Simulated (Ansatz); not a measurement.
# CdTe (F-43m) in Ansatz: notebook, part 2 of 2

Ansatz 0.2.0.

## (5) Single point, PBE

Input file input.yaml:

```yaml
crystal:
  lattice:
    - [0.0, 3.205, 3.205]
    - [3.205, 0.0, 3.205]
    - [3.205, 3.205, 0.0]
  atoms:
    - { symbol: Te, position: [0.75, 0.75, 0.75] }
    - { symbol: Cd, position: [0.0, 0.0, 0.0] }
kpoints:
  mp_grid: { grid: [7, 7, 7] }
scf:
  occupations: { method: gaussian, width: 0.021 }
hamiltonian:
  xc: pbe
  pseudopotentials: { kind: all_electron, lapw: { basis_error: 0.001 } }
output:
  forces: true
  stress: true
  eigenvalues: true
```

Potentials or basis: all-electron LAPW, scalar-relativistic.

Started as:

```bash
$ ansatz run input.yaml --threads 1 --pin off --max-ram 3072MiB --backend cpu --events-out ev --progress --plain --runs-dir out
```

The log of the run:

```text
Warning: RAYON_NUM_THREADS=1 ignored (pool sized by the plan → 1); use --threads N
LAPW: plane waves up to 8.257 Å⁻¹, error target 1.0e-3 eV per atom; small_component_spin mean_spin; Cd in spheres of 1.398 Å, 20 of its electrons in bands, Dirac shells []; Te in spheres of 1.378 Å, 24 of its electrons in bands, Dirac shells [] (how accurate: hamiltonian.pseudopotentials.lapw.basis_error, Limitations)
Engine: ansatz 0.2.0, aarch64-unknown-linux-gnu
Pseudopotentials: kind: all_electron
Pseudopotential: Te, LAPW, valence charge 24, lapw/all_electron/scalar/gaussian/Te, Koelling and Harmon's equation, gaussian nucleus
Pseudopotential: Cd, LAPW, valence charge 20, lapw/all_electron/scalar/gaussian/Cd, Koelling and Harmon's equation, gaussian nucleus
Functional definition: PBE
  parameter kappa = 0.804
  parameter beta = 0.06672455060314922
  exchange = pbe_x(kappa = kappa, mu = beta*pi^2/3)
  correlation = pbe_c(beta = beta)
Crystal: 2 atoms, lattice volume = 65.844 Å³
Basis set: ecut = 259.75125083150255 eV, 609 PW (Γ), exchange–correlation at level 2
Bands: 27, of which v1, the nominal top of the filled ones, is band 22 counted from 1 (21 counted from 0)
Symmetry: 24 space group operations
Space group: F-43m (ITA 216), of the structure as read, at distance tolerance 4.0e-5 Å
k-points: 20 of 343 (time reversal used)
Non-local potential: Te, projectors of the file, none
Non-local potential: Cd, projectors of the file, none
Initial density: superposition of atomic densities (chi_scale 0.1, normalization cell, long waves kept (reshape's long-wave potential 0.00 eV rms))
Initial wavefunctions: plane waves of lowest kinetic energy (no species holds an atomic orbital)
Functional: x = pbe(κ = 0.804, μ = 0.2195149727645171), c = pbe(β = 0.06672455060314922)
iter 1 solved again at ethr=1.27e-3 eV; its pass at ethr=1.00e-1 eV (dr2=5.61e-1 eV) is discarded
SCF iter   1: F=—  HF=-337120.881406 eV  |F-HF|=—  |Δ(HF+E_count)|=         —  Δρ=2.05e-2  dr2=5.62e-1  ethr=1.27e-3  ⟨swp⟩=2.0  Hψ=3488  notcnv=0
preconditioner: auto → none  [insulator: Δε(μ)=1.155 eV  Ē_g=11.769 eV  σ=0.021 eV  W_gap=1.00  n_scr=14 (ndim 8)  ℏωp=19.4 eV  f_vac=0.195  D(μ)=0.00/eV (n_scr^D=0)  ε∞_Penn≈3.7]
iter 2 solved again at ethr=4.92e-5 eV; its pass at ethr=1.27e-3 eV (dr2=2.16e-2 eV) is discarded
SCF iter   2: F=—  HF=-337120.677069 eV  |F-HF|=—  |Δ(HF+E_count)|=   2.04e-1  Δρ=6.31e-3  dr2=2.17e-2  ethr=4.92e-5  ⟨swp⟩=2.0  Hψ=2851  notcnv=0
SCF iter   3: F=—  HF=-337120.653411 eV  |F-HF|=—  |Δ(HF+E_count)|=   2.37e-2  Δρ=3.73e-3  dr2=8.83e-3  ethr=4.92e-5  ⟨swp⟩=2.5  Hψ=1652  notcnv=0
SCF iter   4: F=—  HF=-337120.653354 eV  |F-HF|=—  |Δ(HF+E_count)|=   5.64e-5  Δρ=1.34e-3  dr2=1.29e-3  ethr=2.01e-5  ⟨swp⟩=2.0  Hψ=1615  notcnv=0
SCF iter   5: F=—  HF=-337120.653475 eV  |F-HF|=—  |Δ(HF+E_count)|=   1.21e-4  Δρ=2.26e-4  dr2=2.59e-5  ethr=2.93e-6  ⟨swp⟩=2.0  Hψ=1549  notcnv=0
SCF iter   6: F=—  HF=-337120.653493 eV  |F-HF|=—  |Δ(HF+E_count)|=   1.76e-5  Δρ=3.93e-5  dr2=8.76e-7  ethr=5.88e-8  ⟨swp⟩=2.9  Hψ=1567  notcnv=0
SCF iter   7: F=-337120.653496 eV  HF=-337120.653496 eV  |F-HF|=4.32e-8  |Δ(HF+E_count)|=   2.65e-6  Δρ=4.51e-6  dr2=1.52e-8  ethr=1.99e-9  ⟨swp⟩=3.0  Hψ=1632  notcnv=0
SCF 1 converged in 7 iterations: F = -337120.653496 eV  dr2 = 1.52e-8
SCF converged after 7 iterations
Free energy (F): -337120.653496 eV
Harris-Foulkes:  -337120.653496 eV  (|F-HF|=4.32e-8)
Internal energy: -337120.653496 eV  (E = F + TS)
E sigma→0 (E₀):  -337120.653496 eV
Fermi energy:    9.783988 eV
--- Per-component energies (eV) ---
  E_band       = -1620.511843
  E_kinetic    = 354736.799662
  E_xc         = -9001.873278
  E_electrostatic = -682855.579879  (all electrons and nuclei)
  E_smearing   = -0.000000  (= −TS)
  E_closure    = 0.000000  (closes the sum)
  E_atoms      = -337115.932394  (free atoms, spherical and without spin; not in F)
  Σ components = -337120.653496   (vs F -337120.653496, Δ=0.00e0)
  Basis errors (estimates in eV, not in F): energy 4.3e-4 per atom: plane waves 4.0e-4 (2.3e-4 summed), levels above the bands 0.0e0, relativity 8.5e-8, radial functions 3.2e-5, core shells 4.2e-7; eigenvalues (radial functions only) 1.2e-6; not estimated: angular momenta, meshes, grids; target (lapw.basis_error) 1.0e-3; muffin-tin radii Cd 1.398 Å, Te 1.378 Å
--- Forces (eV/Å), atoms counted from 1 ---
  atom   1  Te    -0.00000000     0.00000000    -0.00000000
  atom   2  Cd     0.00000000    -0.00000000     0.00000000
  max |Σ_I F_I| component: 2.78e-17 eV/Å
--- Stress (GPa, compression-positive) ---
        4.259424       0.000000       0.000000
        0.000000       4.259424       0.000000
        0.000000       0.000000       4.259424
  P = ⅓ Tr σ = 4.2594 GPa (42.594 kbar)
--- Band table (eV; the first three rows and the last of 20) ---
  k-point 0: bands = ["-149.3646", "-99.4040", "-99.4040", "-99.4040", "-92.8601", "-53.9213", "-53.9213", "-53.9213", "-26.7464", "-26.7464", "-26.7464", "-26.7370", "-26.7370", "-2.0203", "0.9485", "0.9485", "0.9485", "1.2344", "1.2344", "9.3475", "9.3475", "9.3475", "10.2199", "13.9443", "13.9443", "13.9443", "16.8474"]
  k-point 1: bands = ["-149.3646", "-99.4040", "-99.4040", "-99.4040", "-92.8601", "-53.9214", "-53.9213", "-53.9213", "-26.7465", "-26.7464", "-26.7464", "-26.7370", "-26.7370", "-1.9393", "0.9641", "0.9641", "1.0109", "1.2332", "1.2332", "7.8761", "9.1609", "9.1609", "11.1859", "13.9922", "14.2218", "14.2218", "17.7253"]
  k-point 2: bands = ["-149.3646", "-99.4040", "-99.4040", "-99.4040", "-92.8601", "-53.9214", "-53.9214", "-53.9214", "-26.7465", "-26.7462", "-26.7462", "-26.7370", "-26.7370", "-1.7566", "0.9956", "0.9956", "1.2275", "1.2350", "1.2350", "6.1312", "8.8033", "8.8033", "11.3730", "14.5637", "14.5637", "15.1660", "17.5084"]
  k-point 19: bands = ["-149.3646", "-99.4040", "-99.4040", "-99.4040", "-92.8601", "-53.9214", "-53.9214", "-53.9214", "-26.7466", "-26.7463", "-26.7458", "-26.7370", "-26.7367", "-1.4729", "1.0742", "1.0903", "1.1998", "1.2371", "1.8307", "5.0196", "6.6930", "7.4198", "13.0713", "14.2046", "15.3099", "16.1036", "18.3367"]
```

It took 12 s on 1 thread of Arm Neoverse V1, shared host; peak memory 0.29 GiB.

Results:

* Free energy: -337120.6535 eV
* Pressure: 4.3 GPa
* Band gap on the k mesh: 0.87 eV, direct

Levels at points of the mesh, in eV from the valence-band top:
| k point | band 19 | band 20 | band 21 | band 22 | band 23 | band 24 | band 25 | band 26 |
| --- | --- | --- | --- | --- | --- | --- | --- | --- |
| (0.00, 0.00, 0.00) | -8.11 | 0.00 | 0.00 | 0.00 | 0.87 | 4.60 | 4.60 | 4.60 |

Caveat: spin-orbit coupling is left out, which moves the levels of the heavy elements.

## (6) Overview

```csv
level,k mesh,cutoff (eV),smearing,basis error allowed,gap on the mesh (eV),pressure (GPa)
PBE,5 × 5 × 5,229,fermi-dirac 0.03 eV,0.003 eV/atom,0.87,4.3
PBE,7 × 7 × 7,260,gaussian 0.016 eV,0.001 eV/atom,0.87,4.3
PBEsol,7 × 7 × 7,260,gaussian 0.1 eV,0.001 eV/atom,0.76,1.7
PBE,7 × 7 × 7,260,gaussian 0.021 eV,0.001 eV/atom,0.87,4.3
```

Alike in all rows: task single point; potentials or basis all-electron LAPW, scalar-relativistic; no spin polarisation; cell as given.

On the cell as given the gap runs from 0.76 eV (PBEsol) to 0.87 eV (PBE); the meshes differ, which moves gaps too. The pressure there spans 1.7 GPa (PBEsol) to 4.3 GPa (PBE); a positive pressure means that this level wants a larger cell, a negative one a smaller.

Caveats: spin-orbit coupling is left out, which moves the levels of the heavy elements.

Compare energies only between runs with the same functional and basis.

## (7) Against experiment

Step 2. Measured gap of CdTe: 1.607 eV (0 K; a printed reference work, data compilation). This calculation gives 0.87 eV (-0.74 eV). Spin-orbit coupling on Cd, Te is left out. The value is that of PBE, without temperature or zero-point motion. Semilocal functionals fall short of measured gaps as a rule.

Step 3. Measured gap of CdTe: 1.607 eV (0 K; a printed reference work, data compilation). This calculation gives 0.87 eV (-0.73 eV). Spin-orbit coupling on Cd, Te is left out. The value is that of PBE, without temperature or zero-point motion. Semilocal functionals fall short of measured gaps as a rule.

Step 4. A measured gap of CdTe is 1.607 eV (0 K; a printed reference work, data compilation); the calculated 0.76 eV misses it by -0.85 eV. Spin-orbit coupling on Cd, Te is left out. The value is that of PBEsol, without temperature or zero-point motion. Semilocal functionals fall short of measured gaps as a rule.

Step 5. Measured gap of CdTe: 1.607 eV (0 K; a printed reference work, data compilation). This calculation gives 0.87 eV (-0.73 eV). Spin-orbit coupling on Cd, Te is left out. The value is that of PBE, without temperature or zero-point motion. Semilocal functionals fall short of measured gaps as a rule.
